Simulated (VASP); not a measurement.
A run of VASP 6.6.1:

INCAR

```
ALGO     = Normal         # electronic algorithm
EDIFF    = 1E-7           # SCF threshold, eV
EDIFFG   = -0.02          # ionic threshold
ENCUT    = 520            # plane-wave cutoff, eV
GGA      = PE             # functional
IBRION   = 2              # ionic algorithm
ISIF     = 2              # what is computed and relaxed
ISMEAR   = -1             # smearing method
LASPH    = T              # aspherical terms in the spheres
LCHARG   = F              # write CHGCAR
LREAL    = F              # projectors in reciprocal space
LWAVE    = F              # write WAVECAR
NELM     = 80             # most SCF steps
NSW      = 80             # ionic steps
PREC     = Accurate       # precision mode
SIGMA    = 0.02           # smearing width, eV
```

File KPOINTS:

```
k-points
0
Gamma
  7 7 7
```

Contents of POSCAR:

```
BaTe
1.0
    0.0000000000      3.4100000000      3.4100000000
    3.4100000000      0.0000000000      3.4100000000
    3.4100000000      3.4100000000      0.0000000000
Ba Te
1 1
Direct
    0.0000000000      0.0000000000      0.0000000000
    0.5000000000      0.5000000000      0.5000000000
```

Potentials or basis: VASP PAW PBE potentials, release 64 (Ba_sv, Te).

Launch:

```bash
$ cat potpaw_PBE.64/Ba_sv/POTCAR potpaw_PBE.64/Te/POTCAR > POTCAR
$ mpirun -np 1 vasp_std > vasp.out
```

Hardware: 1 thread of Intel(R) Xeon(R) Platinum 8259CL CPU @ 2.50GHz (Skylake/Cascade Lake) (shared host).

**Question.** How long does it take, and how much memory?

**Answer.** It took 18 s on 1 thread of Intel(R) Xeon(R) Platinum 8259CL CPU @ 2.50GHz (Skylake/Cascade Lake), on a shared host, peak memory 0.21 GiB. Counts: scf iterations 13, k points 20, ion steps 1.
